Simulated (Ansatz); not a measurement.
In CdO (rock salt type) the Cd atom of the primitive cell, with all its periodic images, is moved by 0.02 Å along x.

```
Cd O
1.0
     0.00000    2.39000    2.39000
     2.39000    0.00000    2.39000
     2.39000    2.39000    0.00000
Cd O
1 1
Cartesian
  0.0200 0.0000 0.0000
  2.3900 2.3900 2.3900
```

Computed with PBE, all-electron LAPW, point nucleus in Ansatz.

k-mesh 8×8×8 Γ-centred; Fermi–Dirac smearing of 0.1 eV; no spin polarisation.

Task: What force results, and what does it mean for the zone-centre vibration?

Result: The force on it along the displacement is -0.0512 eV/Å, a force constant of 2.56 eV/Å². With the reduced mass of 14.01 u the zone-centre optical mode lies at 223 cm⁻¹ (6.68 THz) in this finite-step estimate.

```
atom  Fx (eV/Å)  Fy (eV/Å)  Fz (eV/Å)
 Cd1    -0.0512     0.0000     0.0000
  O2     0.0512     0.0000     0.0000
```

The k-mesh is modest, so these values aren't fully converged in k.
